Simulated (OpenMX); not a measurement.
Crystal: SnO2 (Cassiterite).

```
Sn O
1.0
     4.73800    0.00000    0.00000
     0.00000    4.73800    0.00000
     0.00000    0.00000    3.18650
Sn O
2 4
Direct
  0.50000 0.50000 0.50000
  0.00000 0.00000 0.00000
  0.80710 0.19290 0.50000
  0.69290 0.69290 0.00000
  0.19290 0.80710 0.50000
  0.30710 0.30710 0.00000
```

Base run:

* Program: OpenMX 3.8.5
* Functional: PBE
* Potentials or basis: OpenMX 2013 PBE set, Sn7.0-s3p2d2f1, O6.0-s3p2d2, grid cutoff 500 Ry
* k mesh: 7 × 7 × 9
* Occupations: fermi-dirac, width 0.05 eV
* Spin: no spin polarisation

Its results: pressure 13.3 GPa; largest force 0.416 eV/Å.

The run is repeated on the same cell with these changes: functional from PBE to LDA; potentials or basis from OpenMX 2013 PBE set, Sn7.0-s3p2d2f1, O6.0-s3p2d2, grid cutoff 500 Ry to OpenMX 2013 LDA set, Sn7.0-s3p2d2, O6.0-s2p2d1, grid cutoff 500 Ry. What comes out?

Pressure 6.6 GPa; largest force 0.254 eV/Å.

Caveats: the basis of atomic orbitals isn't converged, which shifts pressures, moduli and gaps.
